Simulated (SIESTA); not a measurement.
# Sc under changes of volume

One of the cells (25.002 Å³/atom); the others are scaled copies at fixed shape and fractional positions:

```
Sc
1.0
     3.30900    0.00000    0.00000
    -1.65450    2.86568    0.00000
     0.00000    0.00000    5.27330
Sc
2
Direct
  0.66667 0.33333 0.75000
  0.33333 0.66667 0.25000
```

| Property | Result |
| --- | --- |
| Program | SIESTA 5.4.2 |
| Functional | LDA |
| Potentials or basis | PseudoDojo 0.4 standard (LDA files) |
| Basis | DZP (energy shift 0.003 Ry; two zetas on semicore shells) |
| Grid cutoff | 800 Ry |
| Energy shift | 0.003 Ry |
| k mesh | 9 × 9 × 5 |
| Occupations | fermi-dirac, width 0.05 eV |
| Spin | no spin polarisation |

```tsv
volume (Å³/atom)	energy over the lowest point (meV/atom)	pressure (GPa)
23.502	0.00	-2.4
24.002	?	?
24.502	22.07	-4.5
25.002	37.63	-5.4
25.502	55.82	-6.2
26.002	76.42	-6.9
26.502	99.22	-7.6
```

Question: What does the run at 24.002 Å³/atom give?

Answer: Energy over the lowest point 9.42 meV/atom; pressure -3.5 GPa.

Worked out: A Birch-Murnaghan fit of order 3 (a polynomial in V^(-2/3)) to the other rows has no minimum within the range. It gives 9.44 meV/atom at 24.002 Å³/atom, against the run's 9.42, and -dE/dV = -3.6 GPa, against -3.5.

Energies are extrapolated to zero smearing.

Caveats: the basis of atomic orbitals isn't converged, which shifts pressures, moduli and gaps.
